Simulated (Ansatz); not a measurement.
# Molecular dynamics of TaSi2

input.yaml

```yaml
accuracy: low
crystal:
  lattice:
    - [-2.429187, 4.207476, 6.671626]
    - [4.858375, 0.0, 6.671626]
    - [4.858375, 8.414952, 0.0]
  atoms:
    - { symbol: Ta, position: [-0.00206559, 0.50066062, -0.00555245] }
    - { symbol: Ta, position: [0.49258835, 0.39605569, 0.03741961] }
    - { symbol: Ta, position: [0.32520414, 0.81097105, 0.10701494] }
    - { symbol: Si, position: [0.33940193, 0.14002385, 1.00115098] }
    - { symbol: Si, position: [0.11124991, 0.68608083, 0.07784988] }
    - { symbol: Si, position: [0.13656576, -0.03213454, 0.36335936] }
    - { symbol: Si, position: [0.16910704, 0.30812575, 0.2327548] }
    - { symbol: Si, position: [0.79357438, 0.06807779, 0.0396034] }
    - { symbol: Si, position: [-0.00011632, 0.18262561, 0.04764869] }
    - { symbol: Ta, position: [0.00340056, 0.50260337, 0.5032289] }
    - { symbol: Ta, position: [0.41876284, 0.40652525, 0.57083624] }
    - { symbol: Ta, position: [0.3198261, 0.81902156, 0.56621862] }
    - { symbol: Si, position: [0.30404747, 0.18202163, 0.47228208] }
    - { symbol: Si, position: [0.05311862, 0.74857927, 0.54653402] }
    - { symbol: Si, position: [0.16799134, -0.03120289, 0.87247625] }
    - { symbol: Si, position: [0.19205979, 0.30469603, 0.73112072] }
    - { symbol: Si, position: [0.81230518, 0.04730916, 0.50879574] }
    - { symbol: Si, position: [0.02564497, 0.1301036, 0.54465847] }
    - { symbol: Ta, position: [0.48832882, -0.00371014, 0.24440308] }
    - { symbol: Ta, position: [0.92260985, 0.90181731, 0.27988322] }
    - { symbol: Ta, position: [0.85426189, 0.32251448, 0.33266129] }
    - { symbol: Si, position: [0.8214389, 0.65951886, 0.24018954] }
    - { symbol: Si, position: [0.61591268, 0.23630325, 0.28097411] }
    - { symbol: Si, position: [0.67588418, 0.46599162, 0.58556134] }
    - { symbol: Si, position: [0.67512972, 0.85888107, 0.49684079] }
    - { symbol: Si, position: [0.27141425, 0.5269425, 0.33032195] }
    - { symbol: Si, position: [0.47702994, 0.6239362, 0.35428525] }
    - { symbol: Ta, position: [0.51046441, 0.00367175, 0.75123326] }
    - { symbol: Ta, position: [0.88420407, 0.93476477, 0.78270829] }
    - { symbol: Ta, position: [0.8893815, 0.28630004, 0.804349] }
    - { symbol: Si, position: [0.79382464, 0.65691715, 0.81965841] }
    - { symbol: Si, position: [0.53142931, 0.26118253, 0.79522008] }
    - { symbol: Si, position: [0.66918088, 0.53801606, 0.10026822] }
    - { symbol: Si, position: [0.64126004, 0.87232417, -0.00278639] }
    - { symbol: Si, position: [0.26394984, 0.60142834, 0.78250543] }
    - { symbol: Si, position: [0.52733605, 0.6382513, 0.80912829] }
basis:
  ecutwfc: 420.0
kpoints:
  mp_grid: { grid: [2, 2, 2] }
hamiltonian:
  xc: pbe
  pseudopotentials: { kind: paw, azcp: { folder: soft_1 } }
scf:
  occupations: { method: fermi_dirac, width: 0.24 }
  lower_state_search: "off"
md:
  timestep: 2
  n_steps: 240
  ensemble: nvt_langevin
  temperature: 2240.0
  initial_velocities: maxwell_boltzmann
  seed: 233040
  friction: 0.02
  temperature_schedule:
    - { n_steps: 180, end_temperature: 300.0 }
    - { n_steps: 60, end_temperature: 300.0 }
```

Command:

```bash
$ ansatz run input.yaml --threads 4 --pin off --max-ram 10240MiB --backend cpu --events-out ev --progress --plain --runs-dir out
```

It goes on from the last frame of an earlier run, with new velocities.

Output, in part (step lines):

```
md step     0: t =     0.00 fs  T =  2177.8 K (target 2240.0 K)  F+E_penalty+E_count = -134462.86354706 eV  E_kin = 10.133984 eV  (8 SCF iters)
md step     1: t =     2.00 fs  T =  2312.7 K (target 2234.6 K)  F+E_penalty+E_count = -134462.51481795 eV  E_kin = 10.761705 eV  (6 SCF iters)
md step     2: t =     4.00 fs  T =  2334.6 K (target 2223.8 K)  F+E_penalty+E_count = -134462.21736568 eV  E_kin = 10.863800 eV  (6 SCF iters)
md step     3: t =     6.00 fs  T =  2243.2 K (target 2213.1 K)  F+E_penalty+E_count = -134462.02841395 eV  E_kin = 10.438528 eV  (6 SCF iters)
md step     4: t =     8.00 fs  T =  2408.6 K (target 2202.3 K)  F+E_penalty+E_count = -134461.95918069 eV  E_kin = 11.208021 eV  (6 SCF iters)
md step     5: t =    10.00 fs  T =  2145.1 K (target 2191.5 K)  F+E_penalty+E_count = -134462.03027257 eV  E_kin = 9.981826 eV  (5 SCF iters)
md step     6: t =    12.00 fs  T =  2197.5 K (target 2180.7 K)  F+E_penalty+E_count = -134462.22270627 eV  E_kin = 10.225625 eV  (5 SCF iters)
md step     7: t =    14.00 fs  T =  2196.0 K (target 2169.9 K)  F+E_penalty+E_count = -134462.48379076 eV  E_kin = 10.218684 eV  (6 SCF iters)
[... lines left out ...]
```

The steps, from the saved trajectory:

```csv
time (fs),T (K),potential energy less start (eV)
0,2178,0.000
16,2473,0.073
32,2783,-0.961
48,2031,0.449
64,2463,-1.734
80,2120,-3.062
96,2101,-4.124
112,2044,-5.397
128,1634,-5.038
144,1900,-5.691
160,1645,-5.523
176,1746,-6.609
192,1347,-6.225
208,1174,-6.628
224,1259,-8.026
240,1118,-8.515
256,981,-9.626
272,934,-9.985
288,660,-9.483
304,806,-10.196
320,771,-10.637
336,577,-10.231
352,601,-10.805
368,386,-10.893
384,367,-10.864
400,464,-11.486
416,392,-11.829
432,379,-11.849
448,374,-11.736
464,373,-11.881
480,350,-12.018
```

The run went to its last step. The schedule's set-point averaged 463 K over the second half and the system 591 K, so it lags behind the ramp. A run of 0.48 ps of so small a system gives no equilibrium averages. Limits of this set-up: coarse k mesh, low accuracy level.

Mean squared displacements from the first frame to the last, about the centre of mass: Ta 0.07 Å², Si 0.12 Å².

Last frame:

```xyz
36
Lattice="-2.4292 4.2075 6.6716 4.8584 0.0000 6.6716 4.8584 8.4150 0.0000" Properties=species:S:1:pos:R:3
Ta 2.530 0.018 3.382
Ta 1.238 2.127 5.588
Ta 3.698 2.105 7.828
Si 4.984 9.760 3.419
Si 3.634 0.741 5.628
Si 1.315 3.554 1.191
Si 2.477 2.893 3.450
Si -1.160 3.608 5.641
Si 1.348 0.648 1.109
Ta 4.937 4.258 3.448
Ta 3.750 6.358 5.691
Ta 6.051 6.426 7.760
Si 2.517 5.575 3.340
Si 6.269 5.032 5.532
Si 3.777 7.833 1.080
Si 4.947 7.116 3.409
Si 1.239 7.779 5.737
Si 3.566 4.836 1.158
Ta 0.048 4.293 3.373
Ta 3.709 6.327 12.254
Ta 1.225 6.284 7.833
Si 2.432 5.540 9.987
Si 1.400 4.925 5.593
Si 3.661 7.728 7.819
Si 4.827 6.930 10.031
Si 3.725 3.594 5.689
Si 3.554 4.950 7.828
Ta 2.495 8.397 3.426
Ta 6.218 10.520 12.260
Ta 3.671 10.558 7.840
Si 5.038 9.801 9.998
Si 3.819 9.048 5.657
Si 1.385 3.541 7.822
Si 2.521 2.824 10.044
Si 6.200 7.773 5.574
Si 6.107 9.063 7.953
```

Run time: 36 min on 4 threads of Arm Neoverse V2, with other jobs on the host, peak memory 2.7 GiB.
